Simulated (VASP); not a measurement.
Hf2Si:

```
Hf Si
1.0
    -3.27535    3.27535    2.58282
     3.27535   -3.27535    2.58282
     3.27535    3.27535   -2.58282
Hf Si
4 2
Direct
  0.34351 0.15649 0.50000
  0.84351 0.34351 0.18703
  0.65649 0.84351 0.50000
  0.15649 0.65649 0.81297
  0.25000 0.25000 0.00000
  0.75000 0.75000 0.00000
```

The cell comes from a database or a generator and needn't be the stable form of this composition.

| Quantity | Value |
| --- | --- |
| Program | VASP 6.6.1 |
| Task | relaxation of cell and atoms |
| Functional | PBEsol |
| Potentials or basis | VASP PAW PBE potentials, release 64 (Hf_pv, Si) |
| Cutoff | 600 eV |
| k mesh | 4 × 4 × 4 |
| Occupations | gaussian, width 0.1 eV |
| Spin | no spin polarisation |

At the start: pressure -2.7 GPa; volume 18.47 Å³/atom.

Q: Where does the relaxation end?

A: Over 6 steps the energy falls by 3.5 meV/atom and the volume is 18.13 Å³/atom (-1.8 %); space group I4/mcm (No. 140, to 0.05 Å).

Step by step:
```tsv
step	energy change (eV)	largest force (eV/Å)	pressure (GPa)	volume (Å³)
1	0.0000	0.0917	-2.67	110.83
2	0.0150	0.0088	4.16	105.97
3	-0.0196	0.0616	0.14	108.72
4	-0.0211	0.0270	0.01	108.80
5	-0.0211	0.0229	-0.01	108.81
6	-0.0212	0.0037	0.01	108.81
```

Final structure:
```cif
data_structure
_symmetry_space_group_name_H-M 'P 1'
_symmetry_Int_Tables_number 1
_cell_length_a 5.2667
_cell_length_b 5.2667
_cell_length_c 5.2667
_cell_angle_alpha 103.903
_cell_angle_beta 103.903
_cell_angle_gamma 121.294
_cell_volume 108.81
loop_
_atom_site_label
_atom_site_type_symbol
_atom_site_fract_x
_atom_site_fract_y
_atom_site_fract_z
_atom_site_occupancy
Hf1 Hf 0.34286 0.15714 0.50000 1
Hf2 Hf 0.84286 0.34286 0.18571 1
Hf3 Hf 0.65714 0.84286 0.50000 1
Hf4 Hf 0.15714 0.65714 0.81429 1
Si1 Si 0.25000 0.25000 0.00000 1
Si2 Si 0.75000 0.75000 0.00000 1
```

Caveat: the k mesh is coarse (spacing up to 0.39 Å⁻¹), so the values aren't converged; the PAW data sets were made with another functional, which shifts forces and pressure a little.
